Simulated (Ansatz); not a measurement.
**SiC (wurtzite type): how the settings move a relaxation**

Aim: see which settings change the result for SiC (wurtzite type), by how much, and at what cost.

Computed with Ansatz 0.2.0 (reference: DFT, PBE, PAW with Ansatz's default frozen-core files, scalar-relativistic, unless a step's input says otherwise).

## (1) Starting point

Symmetry: P6_3mc, No. 186, hexagonal system. Conventional cell: a = 2.963 Å, b = 2.963 Å, c = 4.863 Å, α = 90.00°, β = 90.00°, γ = 120.00°. Around Si (site symmetry 3m) lie 4 C at 1.81 to 1.83 Å. C (site symmetry 3m) has 4 Si at 1.81 to 1.83 Å as nearest neighbours.

Structure file:

```cif
data_structure
_symmetry_space_group_name_H-M 'P6_3mc'
_symmetry_Int_Tables_number 186
_cell_length_a 2.9629
_cell_length_b 2.9629
_cell_length_c 4.8626
_cell_angle_alpha 90.000
_cell_angle_beta 90.000
_cell_angle_gamma 120.000
_cell_volume 36.97
loop_
_atom_site_label
_atom_site_type_symbol
_atom_site_symmetry_multiplicity
_atom_site_Wyckoff_symbol
_atom_site_fract_x
_atom_site_fract_y
_atom_site_fract_z
_atom_site_occupancy
Si1 Si 2 b 0.33333 0.66667 0.00008 1
C1 C 2 b 0.33333 0.66667 0.37592 1
```

## (2) Reference

Input file input.yaml:

```yaml
crystal:
  lattice:
    - [2.9629346264, 0.0, 0.0]
    - [-1.4814673132, 2.5659766562, 0.0]
    - [0.0, 0.0, 4.8626077398]
  atoms:
    - { symbol: Si, position: [0.3333333333, 0.6666666667, 8.21098e-05] }
    - { symbol: Si, position: [0.6666666667, 0.3333333333, 0.5000821098] }
    - { symbol: C, position: [0.3333333333, 0.6666666667, 0.3759178902] }
    - { symbol: C, position: [0.6666666667, 0.3333333333, 0.8759178902] }
kpoints:
  mp_grid: { grid: [13, 13, 7] }
scf:
  occupations: { method: fermi_dirac, width: 0.1 }
hamiltonian:
  xc: pbe
  pseudopotentials: { kind: paw }
output:
  forces: true
  stress: true
relax:
  f_tol: 0.005
  max_steps: 30
  cell: { stress_tol: 0.06, fix: [volume] }
```

Run with:

```
> ansatz run input.yaml --threads 1 --pin off --max-ram 3072MiB --backend cpu --events-out ev --progress --plain --runs-dir out
```

## (3) Changing settings: occupations.width 0.05, ecutwfc 200 eV

input.yaml, as its differences from that of step 2:

```diff
@@ -13,3 +13,3 @@
 scf:
-  occupations: { method: fermi_dirac, width: 0.1 }
+  occupations: { method: fermi_dirac, width: 0.05 }
 hamiltonian:
@@ -24 +24,3 @@
   cell: { stress_tol: 0.06, fix: [volume] }
+basis:
+  ecutwfc: "200 eV"
```

What does the calculation give? Wanted: for each run, ending; energy change; pressure; gap; force.

**Answer**, as computed:

| run | ending | energy change | pressure (GPa) | gap (eV) | force (eV/Å) | cycles | time |
| --- | --- | --- | --- | --- | --- | --- | --- |
| reference | converged | 0 | 35.0 | 2.18 | 0.00 | 19 | 11 s |
| 1: occupations.width 0.05, ecutwfc 200 eV | converged | +881.1 meV/atom (σ→0) | 46.5 | 2.01 | 0.00 | 33 | 6.8 s |

**Reading.** Changing the smearing and cutoff moves the energy by +881.1 meV/atom (σ→0 values), and the pressure goes from 35.0 to 46.5 GPa and the gap on the mesh goes from 2.18 to 2.01 eV. More than one kind of setting changed, and this run alone doesn't tell their shares apart. The log warns that the cutoff is under what these potentials recommend, so the shift holds truncation error. Cost: 33 SCF cycles against 19, 6.8 s against 11 s. Run 1 ran under the cutoff that the potentials recommend, as the log warns, so basis error is mixed into its values. The structure is not at rest: the sound run finds 35 GPa, so these are no properties of the relaxed crystal. 
